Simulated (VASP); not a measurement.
Wanted: the native input for a VASP 6.6.1 run.

```yaml
Task: single point
Functional: r2SCAN
Potentials_or_basis: VASP PAW PBE potentials, release 64 (Al, O)
Cutoff: 520 eV
k_mesh: 4 × 4 × 4
Occupations: fermi-dirac, width 0.05 eV
Spin: no spin polarisation
Further_INCAR_settings: ALGO = Normal; EDIFF = 1e-07
```

The structure of Al2O3 lies in POSCAR:

```
Al2O3
1.0
    2.7481872800      0.0000000000      4.3310000000
   -1.3740936400      2.3800000000      4.3310000000
   -1.3740936400     -2.3800000000      4.3310000000
Al O
4 6
Direct
    0.3522000000      0.3522000000      0.3522000000
    0.1478000000      0.1478000000      0.1478000000
    0.6478000000      0.6478000000      0.6478000000
    0.8522000000      0.8522000000      0.8522000000
    0.5563000000     -0.0563000000      0.2500000000
   -0.0563000000      0.2500000000      0.5563000000
    0.2500000000      0.5563000000     -0.0563000000
    0.4437000000      1.0563000000      0.7500000000
    1.0563000000      0.7500000000      0.4437000000
    0.7500000000      0.4437000000      1.0563000000
```

The cell was built by a generator and needn't be a form met in nature.

One way to write it, as run:

INCAR

```
PREC = Accurate
ENCUT = 520
EDIFF = 1E-7
ISMEAR = -1
SIGMA = 0.05
LREAL = F
LASPH = T
NELM = 100
ALGO = Normal
ISIF = 2
LWAVE = F
LCHARG = F
METAGGA = R2SCAN
LMIXTAU = T
```

KPOINTS

```
Automatic mesh
0
Gamma
  4 4 4
```

Potentials or basis: VASP PAW PBE potentials, release 64 (Al, O).

Run with:

```sh
$ cat potpaw_PBE.64/Al/POTCAR potpaw_PBE.64/O/POTCAR > POTCAR
$ mpirun -np 1 vasp_std > vasp.out
```

Results of the run:

```json
{
  "Pressure": "-0.6 GPa",
  "Largest force": "0.083 eV/Å",
  "Band gap on the k mesh": "7.14 eV, direct"
}
```

Caveat: the PAW data sets were made with another functional, which shifts forces and pressure a little.

Wall time 2.2 min on 1 thread of Intel(R) Xeon(R) 6975P-C (Granite Rapids) (shared host), peak memory 0.25 GiB.
